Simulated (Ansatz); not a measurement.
# A series in volume per atom on GaP

Density functional stress and forces at fixed atoms, pressure and stress positive in compression, spin-unpolarised plane waves. The results are calculated, by Ansatz 0.2.0.

Cell of the first row (space group F-43m, No. 216):
```
CELL_PARAMETERS angstrom
0.00000 2.59240 2.59240
2.59240 0.00000 2.59240
2.59240 2.59240 0.00000
ATOMIC_POSITIONS crystal
Ga 0.00000 0.00000 0.00000
P 0.25000 0.25000 0.25000
```

Settings of every row: periodic directions 3; functional PBE; spin orbit no; potentials PAW; wave cutoff 420 eV; k mesh 8x8x8; smearing width 0.02 eV.

```csv
row,volume per atom (Å³),pressure (GPa)
1,17.422,20.68
2,17.91,16.49
3,19.053,8.56
4,19.346,6.89
5,19.642,5.32
6,19.918,3.97
7,20.857,?
8,21.483,-2.1
9,22.121,-3.93
10,22.771,-5.49
11,23.866,-7.56
```

Question: what pressure should row 7 give?

Worked fit of pressure. Take u = (V_r/V)^(2/3) − 1 with V_r = 19.78 Å³ an atom, which is twice the finite (Eulerian) strain; such expansions in the strain, on which the Birch-Murnaghan equation of state is built, carry the rest volume and the bulk modulus. The shown rows have u = 0.08831, 0.06845, 0.02528, 0.0149, 0.00468, -0.00462, -0.05357, -0.07186, -0.08961, -0.11767. Least squares give pressure = 4.631 + 145.598 × u + 386.73 × u² + 253.4 × u³ GPa; a parabola predicts inner rows, each left out in turn, worse (root mean square 0.057 against 0.0033 GPa). All shown rows lie on it to the printed digit. The pressure vanishes at u = -0.0350, or V = 20.87 Å³ an atom, and there the bulk modulus with atoms relaxed is B = −V dP/dV = (2/3)(1 + u) dP/du = 76.9 GPa. The withheld row has u = -0.03473, so the fit gives 4.631 + 145.598 × (-0.03473) + 386.73 × (-0.03473)² + 253.4 × (-0.03473)³ = 0.03 GPa.

The calculation gave 0.03 GPa. The fit meets it to the printed digit.
